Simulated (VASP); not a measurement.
# HfN: kinetic-energy density

HfN, Fm-3m (no. 225), 2 atoms in the cell. PBE; PAW potentials Hf_pv, N (PBE set).

## Input

INCAR:
```
PREC = Accurate
ENCUT = 520
EDIFF = 1E-7
ISMEAR = 0
SIGMA = 0.02
LREAL = False
LASPH = True
ALGO = Normal
NELM = 100
ISIF = 2
LWAVE = False
LCHARG = True
LTAU = True
```

KPOINTS:
```
k-points
0
Gamma
  9 9 9
```

POSCAR:
```
HfN
1.0
    0.0000000000      2.2560000000      2.2560000000
    2.2560000000      0.0000000000      2.2560000000
    2.2560000000      2.2560000000      0.0000000000
Hf N
1 1
Direct
    0.0000000000      0.0000000000      0.0000000000
    0.5000000000      0.5000000000      0.5000000000
```

Commands:
```
cat potpaw_PBE.64/Hf_pv/POTCAR potpaw_PBE.64/N/POTCAR > POTCAR
mpirun -np 1 vasp_std > vasp.out
```

## Result

- Kinetic energy of the pseudo orbitals (eV): 333.86

VASP 6.6.1 took 9.8 s on 1 core (Intel Xeon Platinum 8488C (Sapphire Rapids)), a shared host.
